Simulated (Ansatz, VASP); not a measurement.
## One calculation of TePt, two programs

The input INCAR:

```
ALGO = Normal
EDIFF = 1E-6
ENCUT = 520
GGA = PS
ISIF = 2
ISMEAR = 0
ISPIN = 2
LASPH = True
LCHARG = False
LDAU = True
LDAUJ = 0 0
LDAUL = -1 2
LDAUPRINT = 1
LDAUTYPE = 2
LDAUU = 0 6
LMAXMIX = 4
LORBIT = 11
LREAL = False
LWAVE = False
MAGMOM = 0 0 0 0
NBANDS = 28
NELM = 150
PREC = Accurate
SIGMA = 0.05
```

KPOINTS

```
k-points
0
Gamma
  5 5 4
```

The input POSCAR:

```
TePt
1.0
    4.1109992400      0.0000000000      0.0000000000
   -2.0554996200      3.5602297800      0.0000000000
    0.0000000000      0.0000000000      5.4459992500
Te Pt
2 2
Direct
    0.3333333333      0.6666666667      0.2500000000
    0.6666666667      0.3333333333      0.7500000000
    0.0000000000      0.0000000000      0.0000000000
    0.0000000000      0.0000000000      0.5000000000
```

Input for Ansatz:

```yaml
crystal:
  lattice:
    - [4.11099924, 0.0, 0.0]
    - [-2.05549962, 3.56022978, 0.0]
    - [0.0, 0.0, 5.44599925]
  atoms:
    - { symbol: Te, position: [0.3333333333, 0.6666666667, 0.25] }
    - { symbol: Te, position: [0.6666666667, 0.3333333333, 0.75] }
    - { symbol: Pt, position: [0.0, 0.0, 0.0], spin: 2.0 }
    - { symbol: Pt, position: [0.0, 0.0, 0.5], spin: -2.0 }
basis:
  ecutwfc: 420
  ecutrho_ratio: 4
kpoints:
  mp_grid: { grid: [5, 5, 4] }
hamiltonian:
  xc: pbesol
  hubbard:
    sites:
      - { site: 2, l: d, u_eff: 6.0, starting_ns: [{ spin: up, occupation_matrix: s2up }, { spin: down, occupation_matrix: s2down }] }
      - { site: 3, l: d, u_eff: 6.0, starting_ns: [{ spin: up, occupation_matrix: s3up }, { spin: down, occupation_matrix: s3down }] }
    occupation_matrices:
      s2up:
        matrix:
          - [0.97, 0.0, 0.0, 0.0, 0.0]
          - [0.0, 0.97, 0.0, 0.0, 0.0]
          - [0.0, 0.0, 0.97, 0.0, 0.0]
          - [0.0, 0.0, 0.0, 0.97, 0.0]
          - [0.0, 0.0, 0.0, 0.0, 0.97]
      s2down:
        matrix:
          - [0.97, 0.0, 0.0, 0.0, 0.0]
          - [0.0, 0.49231, 0.0, 0.0, -0.47499]
          - [0.0, 0.0, 0.49299, -0.475, 0.0]
          - [0.0, 0.0, -0.475, 0.49701, 0.0]
          - [0.0, -0.47499, 0.0, 0.0, 0.49769]
      s3up:
        matrix:
          - [0.97, 0.0, 0.0, 0.0, 0.0]
          - [0.0, 0.49231, 0.0, 0.0, 0.47499]
          - [0.0, 0.0, 0.49299, 0.475, 0.0]
          - [0.0, 0.0, 0.475, 0.49701, 0.0]
          - [0.0, 0.47499, 0.0, 0.0, 0.49769]
      s3down:
        matrix:
          - [0.97, 0.0, 0.0, 0.0, 0.0]
          - [0.0, 0.97, 0.0, 0.0, 0.0]
          - [0.0, 0.0, 0.97, 0.0, 0.0]
          - [0.0, 0.0, 0.0, 0.97, 0.0]
          - [0.0, 0.0, 0.0, 0.0, 0.97]
    ns_hold: { iters: 8 }
scf:
  occupations: { method: gaussian, width: 0.05 }
  lower_state_search: "off"
  max_iter: 150
output:
  forces: true
  stress: true
  eigenvalues: true
  populations: true
  hubbard: { sites: [{ site: 2, l: d }, { site: 3, l: d }] }
  write_density: true
  write_potential: true
  elf: true
  volumetric_format: npy
magnetization:
  spin_polarized: true
```

Alike in both runs: task single point; functional PBEsol; k mesh 5 × 5 × 4; occupations gaussian, width 0.05 eV; collinear spin; Hubbard terms Pt d U = 6.0 eV.

|  | VASP | Ansatz |
| --- | --- | --- |
| version | VASP 6.6.1 | Ansatz 0.2.0 |
| potentials or method | VASP PAW PBE potentials, release 64 (Te, Pt) | scalar-relativistic, plane waves, PAW |
| plane-wave cutoff (eV) | 520 | 420 |
| valence electrons in the cell | 32 | 68 |

Ansatz gave:

```
gap on the k mesh at the Fermi level (eV)       : none
pressure (GPa)                                  : 11.4
largest component of the traceless stress (GPa) : 1.65
net moment per atom (μB)                        : 0.00
```

Problem. What did VASP give for the same quantities?

Solution. gap on the k mesh at the Fermi level (eV): none; pressure (GPa): 2.3; largest component of the traceless stress (GPa): 0.61; net moment per atom (μB): 0.00.

The programs project onto different local orbitals, so the same U acts differently. A gap of «none» marks a metal or a gap that the smearing closes. The two sets of potentials don't hold the same shells in valence. Ansatz warned: «filled_band_counts_differ_across_k_points».

Caveats: the PAW data sets were made with another functional, which shifts forces and pressure a little (VASP); the U is typed as a test and isn't derived for this compound. The runs have no spin-orbit coupling, so splittings on Pt, Te are missing. The state reached can hang on the start; a lower one may exist.
